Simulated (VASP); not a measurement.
# Ti: relaxation of cell and atoms with PBEsol

Ti:

```xyz
1
Lattice="-1.6410 1.6410 1.6410 1.6410 -1.6410 1.6410 1.6410 1.6410 -1.6410" Properties=species:S:1:pos:R:3 pbc="T T T"
Ti    0.0000    0.0000    0.0000
```

This isn't the form of Ti at room conditions, which is hcp.

```yaml
Program: VASP 6.6.1
Task: relaxation of cell and atoms
Functional: PBEsol
Potentials_or_basis: VASP PAW PBE potentials, release 64 (Ti_sv)
Cutoff: 600 eV
k_mesh: 10 × 10 × 10
Occupations: fermi-dirac, width 0.05 eV
Spin: no spin polarisation
Ladder: gaps
Further_INCAR_settings: ALGO = Normal; EDIFF = 1e-07; IBRION = 2; EDIFFG = -0.02; NSW = 40; ISIF = 3
```

```json
{
 "Relaxed volume": "16.49 Å³/atom",
 "Relaxed cell": "a = 2.777 Å, b = 2.777 Å, c = 2.777 Å, α = 109.47°, β = 109.47°, γ = 109.47°",
 "Space group after relaxing (to 0.05 Å)": "Im-3m (No. 229)",
 "Energy gained by relaxing": "26.8 meV/atom",
 "Ionic steps": "3",
 "Pressure after relaxing": "0.0 GPa",
 "Band gap on the k mesh": "none (metal or under the smearing width)"
}
```

Step by step:
| step | energy change (eV) | largest force (eV/Å) | pressure (GPa) | volume (Å³) |
| --- | --- | --- | --- | --- |
| 1 | 0.0000 | 0.0000 | -6.86 | 17.68 |
| 2 | -0.0164 | 0.0000 | 5.06 | 15.81 |
| 3 | -0.0268 | 0.0000 | 0.02 | 16.49 |

Final structure:
```yaml
crystal:
  lattice:
    - [-1.60348, 1.60348, 1.60348]
    - [1.60348, -1.60348, 1.60348]
    - [1.60348, 1.60348, -1.60348]
  atoms:
    - { symbol: Ti, position: [0.00000, 0.00000, 0.00000] }
```

Levels at points of the mesh, in eV from the Fermi level:
```tsv
k point	band 2	band 3	band 4	band 5	band 6	band 7	band 8	band 9	band 10
(0.00, 0.00, 0.00)	-32.09	-32.09	-32.09	-6.06	1.02	1.02	1.02	2.91	2.91
(0.50, 0.00, 0.00)	-32.89	-32.34	-32.09	-2.59	-0.46	1.31	2.91	3.29	4.57
(0.50, 0.50, 0.50)	-32.63	-32.63	-32.63	-2.29	-2.29	4.19	4.19	4.19	8.78
```

Wall time 22 s on 1 thread of Intel(R) Xeon(R) Platinum 8259CL CPU @ 2.50GHz (Skylake/Cascade Lake), with other jobs on the host, peak memory 0.15 GiB.

Caveat: the PAW data sets were made with another functional, which shifts forces and pressure a little.
